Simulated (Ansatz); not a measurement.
**PbS under changes of volume**

One of the cells (26.686 Å³/atom); the others are scaled copies at fixed shape and fractional positions:

```
Pb S
1.0
     2.11266    1.21975    3.45192
    -2.11266    1.21975    3.45192
     0.00000   -2.43949    3.45192
Pb S
1 1
Direct
  0.98057 0.98057 0.98057
  0.47504 0.47504 0.47504
```

The cell is a database's computed one.

| Quantity | Value |
| --- | --- |
| Program | Ansatz 0.2.0 |
| Functional | PBE0 |
| Potentials or basis | Ansatz PAW |
| Cutoff | 420 eV (not typed: the program's choice for these potentials) |
| k mesh | 6 × 6 × 6 |
| Occupations | fermi-dirac, width 0.05 eV |
| Spin | no spin polarisation |

```csv
volume (Å³/atom),energy over the lowest point (meV/atom),pressure (GPa),gap on the mesh (eV),largest force (eV/Å)
25.085,17.46,3.9,1.19,0.032
25.618,7.10,2.4,1.29,0.021
26.152,1.43,1.0,1.38,0.010
26.686,0.00,-0.2,1.47,0.000
27.220,2.37,-1.2,1.55,0.011
27.753,8.17,-2.2,1.62,0.020
28.287,?,?,?,?
```

Question: What does the run at 28.287 Å³/atom give?

Answer: Energy over the lowest point 17.04 meV/atom; pressure -3.1 GPa; gap on the mesh 1.69 eV; largest force 0.030 eV/Å.

Worked out: A Birch-Murnaghan fit of order 3 (a polynomial in V^(-2/3)) to the other rows has its minimum at 26.61 Å³/atom with B0 = V·E''(V) = 58 GPa and B' = 4.3 at fixed shape and positions, which overstates the stiffness. It gives 17.06 meV/atom at 28.287 Å³/atom, against the run's 17.04, and -dE/dV = -3.1 GPa, against -3.1. A straight line through the other rows of the gap, of slope 4.27 eV per unit of ln V (its deformation potential), extrapolates to 1.71 eV, against the run's 1.69.

Energies are extrapolated to zero smearing.

Caveats: spin-orbit coupling is left out, which as a rule narrows the gap of such compounds by several tenths of an eV; the PAW data sets come from PBE, with cores solved anew for the run's functional, which leaves a small shift of forces and pressure; the thresholds are loose for stress.

A mesh can miss the band edges.
